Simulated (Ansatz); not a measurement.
## What moves the field gradients of TiO2?

Cell of run 1: a Materials Project structure (computed, not necessarily an observed phase).

Space group Pbcn (No. 60); a = 4.5453, b = 5.5196, c = 4.9092 Å.

```csv
site,Wyckoff,site symmetry,x,y,z
Ti,4c,.2.,0.5000,0.6730,0.7500
O,8d,1,0.7285,0.6183,0.0814
```

One atom of each set is listed.

All runs are DFT with Ansatz 0.2.0 (plane waves and PAW, scalar-relativistic unless spin–orbit coupling is named, Γ-centred meshes, Fermi–Dirac smearing where given) in this cell.

Run 1: PBE, atoms as given; 420 eV, 5×4×4 k-points, smearing 0.02 eV.
Run 2: r2SCAN, atoms as given; 500 eV, 5×4×4 k-points, smearing 0.02 eV.
Run 3: PBE, gradients read without the response of the cores, atoms as given; 420 eV, 5×4×4 k-points, smearing 0.02 eV.

```json
{"run": "1", "Ti V_zz (η)": "2.74 (0.27)", "O V_zz (η)": "-2.73 (0.60)"}
{"run": "2", "Ti V_zz (η)": "?", "O V_zz (η)": "?"}
{"run": "3", "Ti V_zz (η)": "2.78 (0.27)", "O V_zz (η)": "-2.82 (0.61)"}
```

V_zz in 10²¹ V/m².

Task: Estimate the row of run 2.

Result: Ti: 2.69 (0.26); O: -2.98 (0.58). It lies nearest to run 3, from whose tensors on these sites it differs by 0.23 at most (largest principal value of the difference, on O). Taken one at a time, the functional (r2SCAN with its higher cutoff) moves the tensors on these sites by up to 0.31 (largest principal value of the change, on O), the response of the cores by 0.09 (O).
